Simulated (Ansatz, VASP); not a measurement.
# Two plane-wave programs on V

The input INCAR:

```
  PREC = Accurate
  ENCUT = 520
  EDIFF = 1E-6
  ISMEAR = -1
  SIGMA = 0.1
  LREAL = False
  LASPH = True
  NELM = 100
  ALGO = Normal
  ISIF = 2
  LWAVE = False
  LCHARG = False
  NBANDS = 12
```

Contents of KPOINTS:

```
Automatic mesh
0
Gamma
  25 25 25
```

The input POSCAR:

```
V
1.0
   -1.5016851785      1.5016851785      1.5016851785
    1.5016851785     -1.5016851785      1.5016851785
    1.5016851785      1.5016851785     -1.5016851785
V
1
Direct
    0.0000000000      0.0000000000      0.0000000000
```

Input for Ansatz:

```yaml
crystal:
  lattice:
    - [-1.5016851785, 1.5016851785, 1.5016851785]
    - [1.5016851785, -1.5016851785, 1.5016851785]
    - [1.5016851785, 1.5016851785, -1.5016851785]
  atoms:
    - { symbol: V, position: [0.0, 0.0, 0.0] }
hamiltonian:
  xc: lda
  pseudopotentials:
    kind: paw
    azcp:
      V: "pseudopotentials/V.paw.azcp"
basis:
  ecutwfc: 420
  fft_grid_basis: typed
kpoints:
  mp_grid: { grid: [25, 25, 25], shift: [0, 0, 0] }
magnetization:
  spin_polarized: false
scf:
  occupations: { method: fermi_dirac, width: 0.1 }
output:
  stress: true
```

Alike in both runs: task single point; functional LDA; k mesh 25 × 25 × 25; occupations fermi-dirac, width 0.1 eV; no spin polarisation.

|  | VASP | Ansatz |
| --- | --- | --- |
| version | VASP 6.6.1 | Ansatz 0.2.0 |
| potentials or method | VASP PAW LDA potentials, release 64 (V_sv) | plane waves (420 eV) with PAW, scalar-relativistic |
| plane-wave cutoff (eV) | 520 | 420 |
| valence electrons in the cell | 13 | 13 |

```csv
,VASP,Ansatz,Ansatz less VASP
pressure (GPa),-13.5,-13.8,-0.35
```

Ansatz warned: «pseudo_functional_mismatch».
